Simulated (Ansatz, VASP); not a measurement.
# AlN: VASP beside Ansatz

The input INCAR:

```
PREC = Accurate
ENCUT = 520
EDIFF = 1E-6
ISMEAR = 0
SIGMA = 0.05
LREAL = F
LASPH = T
NELM = 60
ALGO = Normal
ISIF = 2
LWAVE = F
LCHARG = F
GGA = CA
NBANDS = 26
```

Contents of KPOINTS:

```
Automatic mesh
0
Gamma
  8 6 4
```

Contents of POSCAR:

```
AlN
1.0
   -1.6378403119      2.8368226349      0.0000000000
    0.0000000000      0.0000000000      4.1006264518
    4.9135209358      2.8368226349      0.0000000000
Al N
4 4
Direct
    0.5000000000      0.7500000000      0.1666666667
    1.0000000000      0.7500000000      0.6666666667
    0.0000000000      0.2500000000      0.3333333333
    0.5000000000      0.2500000000      0.8333333333
    0.5000000000      0.2500000000      0.1666666667
    1.0000000000      0.2500000000      0.6666666667
    0.0000000000      0.7500000000      0.3333333333
    0.5000000000      0.7500000000      0.8333333333
```

Input for Ansatz:

```yaml
crystal:
  lattice:
    - [-1.6378403119, 2.8368226349, 0.0]
    - [0.0, 0.0, 4.1006264518]
    - [4.9135209358, 2.8368226349, 0.0]
  atoms:
    - { symbol: Al, position: [0.5, 0.75, 0.1666666667] }
    - { symbol: Al, position: [1.0, 0.75, 0.6666666667] }
    - { symbol: Al, position: [0.0, 0.25, 0.3333333333] }
    - { symbol: Al, position: [0.5, 0.25, 0.8333333333] }
    - { symbol: "N", position: [0.5, 0.25, 0.1666666667] }
    - { symbol: "N", position: [1.0, 0.25, 0.6666666667] }
    - { symbol: "N", position: [0.0, 0.75, 0.3333333333] }
    - { symbol: "N", position: [0.5, 0.75, 0.8333333333] }
basis:
  ecutwfc: 420
kpoints:
  mp_grid: { grid: [8, 6, 4] }
hamiltonian:
  xc: lda
  pseudopotentials: { kind: paw, azcp: { folder: soft_1 } }
scf:
  occupations: { method: gaussian, width: 0.05 }
output:
  forces: true
  stress: true
  eigenvalues: true
  write_density: true
  write_potential: true
  elf: true
  volumetric_format: npy
```

Alike in both runs: task single point; functional LDA; k mesh 8 × 6 × 4; occupations gaussian, width 0.05 eV; no spin polarisation.

|  | VASP | Ansatz |
| --- | --- | --- |
| version | VASP 6.6.1 | Ansatz 0.2.0 |
| potentials or method | VASP PAW LDA potentials, release 64 (Al, N) | scalar-relativistic, plane waves, PAW |
| plane-wave cutoff (eV) | 520 | 420 |
| valence electrons in the cell | 32 | 32 |

Ansatz gave:

| Property | Result |
| --- | --- |
| gap on the k mesh at the Fermi level (eV) | 3.62 |
| least direct gap on the mesh (eV) | 3.62 |
| pressure (GPa) | 0.0 |
| largest component of the traceless stress (GPa) | 0.01 |

Question: What did VASP give for the same quantities?

Answer: gap on the k mesh at the Fermi level (eV): 3.63; least direct gap on the mesh (eV): 3.63; pressure (GPa): 0.6; largest component of the traceless stress (GPa): 0.16.

Ansatz warned: «pseudo_functional_mismatch».

A k mesh can miss the band edges.
